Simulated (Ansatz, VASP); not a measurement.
CdTe in VASP and in Ansatz

Contents of INCAR:

```
SYSTEM = CdTe
ALGO = Normal
EDIFF = 1E-6
EDIFFG = -0.005
ENCUT = 600
GGA = PE
IBRION = 2
ISIF = 3
ISMEAR = 0
LASPH = .True.
LCHARG = .False.
LREAL = .False.
LWAVE = .False.
NELM = 100
NSW = 100
PREC = Accurate
SIGMA = 0.02
```

The input KPOINTS:

```
k-points
0
Gamma
  10 10 10
  0 0 0
```

The input POSCAR:

```
CdTe
1.0
    0.0000000000      3.3086866350      3.3086866350
    3.3086866350      0.0000000000      3.3086866350
    3.3086866350      3.3086866350      0.0000000000
Cd Te
1 1
Direct
    0.0000000000      0.0000000000      0.0000000000
    0.2500000000      0.2500000000      0.2500000000
```

Input for Ansatz:

```yaml
crystal:
  lattice:
    - [0.0, 3.3086866955, 3.3086866955]
    - [3.3086866955, 0.0, 3.3086866955]
    - [3.3086866955, 3.3086866955, 0.0]
  atoms:
    - { symbol: Cd, position: [0.0, 0.0, 0.0] }
    - { symbol: Te, position: [0.75, 0.75, 0.75] }
basis:
  ecutwfc: 420
kpoints:
  mp_grid: { grid: [10, 10, 10] }
hamiltonian:
  xc: pbe
scf:
  occupations: { method: gaussian, width: 0.02 }
output:
  forces: true
  stress: true
  eigenvalues: true
relax:
  adjacent_minimum: "off"
  f_tol: 0.005
  max_steps: 80
  cell: { stress_tol: 0.05 }
```

Alike in both runs: task relaxation of cell and atoms; functional PBE; k mesh 10 × 10 × 10; occupations gaussian, width 0.02 eV; no spin polarisation.

|  | VASP | Ansatz |
| --- | --- | --- |
| version | VASP 6.6.1 | Ansatz 0.2.0 |
| potentials or method | VASP PAW PBE potentials, release 64 (Cd, Te) | scalar-relativistic, plane waves, PAW |
| plane-wave cutoff (eV) | 600 | 420 |
| valence electrons in the cell | 18 | 36 |

VASP gave:

```
gap on the k mesh at the Fermi level, each at its own relaxed structure (eV) : 0.58
relaxed volume (Å³/atom)                                                     : 36.32
relaxed cell length with the largest relative difference (Å)                 : 4.684
```

Q: Which values does Ansatz return?

A: gap on the k mesh at the Fermi level, each at its own relaxed structure (eV): 0.59; relaxed volume (Å³/atom): 36.22; relaxed cell length with the largest relative difference (Å): 4.679.

The two sets of potentials don't hold the same shells in valence.

Caveats: spin-orbit coupling is left out, which moves the levels of the heavy elements.
